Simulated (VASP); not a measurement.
MoS2, a slab with vacuum:

```
CELL_PARAMETERS angstrom
3.15315 0.00000 0.00000
-1.57657 2.73070 0.00000
0.00000 0.00000 21.13030
ATOMIC_POSITIONS crystal
S 0.33333 0.66667 0.42584
S 0.33333 0.66667 0.57416
Mo 0.66667 0.33333 0.50000
```

Program: VASP 6.6.1. Alike in all runs: task band structure; potentials or basis VASP PAW PBE potentials, release 64 (S, Mo_sv); no spin polarisation; cell as given; k mesh 9 × 9 × 1; cutoff (eV) 520; smearing gaussian 0.03 eV.

Q: Order these runs on this cell by their band gap on the k mesh, lowest first.
A. level HSE06; grid for exact exchange (PRECFOCK) Fast; screening parameter 0.2 1/A
B. level PBE+D3(BJ)
C. level PBE0; grid for exact exchange (PRECFOCK) Fast; exchange at q = 0 truncated

A: B (1.78 eV), A (2.27 eV), C (2.91 eV).

A k mesh can miss the band edges.

Not every run made on this cell is shown here.
